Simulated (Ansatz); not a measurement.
**Relaxing WSe₂ in the CdI2 type**

First guess:

```yaml
crystal:
  lattice:
    - [3.66776, 0.00000, 0.00000]
    - [-1.83388, 3.17637, 0.00000]
    - [0.00000, 0.00000, 5.86841]
  atoms:
    - { symbol: W, position: [0.00000, 0.00000, 0.00000] }
    - { symbol: Se, position: [0.33333, 0.66667, 0.25000] }
    - { symbol: Se, position: [0.66667, 0.33333, 0.75000] }
```

All numbers below come from Ansatz 0.2.0, DFT, PBE, PAW with Ansatz's default frozen-core files, scalar-relativistic.

Cell and atoms relax within the symmetry of the start on a 10×10×6 k mesh with 0.08 eV Fermi–Dirac smearing.

The start is built from a prototype, known or not as a phase of this compound; the cutoff is 420 eV.

Spin–orbit coupling is left out, though it moves levels of the heavy atoms by tenths of an eV or more.

(1) What is the pressure of the first guess?

(2) What does it relax to?

(3) How much energy does the relaxation release?

Results:

(1) -2.80 GPa.

(2) a = 3.300 Å, b = 3.300 Å, c = 7.488 Å, α = 90.00°, β = 90.00°, γ = 120.00° (conventional cell), 23.54 Å³ per atom:
```cif
data_structure
_symmetry_space_group_name_H-M 'P-3m1'
_symmetry_Int_Tables_number 164
_cell_length_a 3.2999
_cell_length_b 3.2999
_cell_length_c 7.4880
_cell_angle_alpha 90.000
_cell_angle_beta 90.000
_cell_angle_gamma 120.000
_cell_volume 70.62
loop_
_atom_site_label
_atom_site_type_symbol
_atom_site_symmetry_multiplicity
_atom_site_Wyckoff_symbol
_atom_site_fract_x
_atom_site_fract_y
_atom_site_fract_z
_atom_site_occupancy
W1 W 1 a 0.00000 0.00000 0.00000 1
Se1 Se 2 d 0.33333 0.66667 0.22942 1
```

(3) 170 meV/atom.
